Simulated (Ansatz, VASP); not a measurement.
Two plane-wave programs on Cd3Se

```
Cd Se
1.0
    -2.02725    2.02725    6.04623
     2.02725   -2.02725    6.04623
     2.02725    2.02725   -6.04623
Cd Se
3 1
Direct
  0.50000 0.50000 0.00000
  0.25000 0.75000 0.50000
  0.75000 0.25000 0.50000
  0.00000 0.00000 0.00000
```

Change from the starting cell: volume scaled by 0.98.

Alike in both runs: task single point; functional PBE; k mesh 9 × 9 × 9; occupations fermi-dirac, width 0.05 eV; no spin polarisation.

```csv
,VASP,Ansatz
version,VASP 6.6.1,Ansatz 0.2.0
potentials or method,"VASP PAW PBE potentials, release 64 (Cd, Se)",Ansatz PAW
plane-wave cutoff (eV),520,420
valence electrons in the cell,42,76
```

Ansatz gave:

* gap on the k mesh at the Fermi level (eV): none
* pressure (GPa): 0.3
* largest component of the traceless stress (GPa): 0.53

Problem. Which values does VASP return?

Solution. gap on the k mesh at the Fermi level (eV): none; pressure (GPa): 0.5; largest component of the traceless stress (GPa): 0.38.

A gap of «none» marks a metal or a gap that the smearing closes. The two sets of potentials don't hold the same shells in valence.
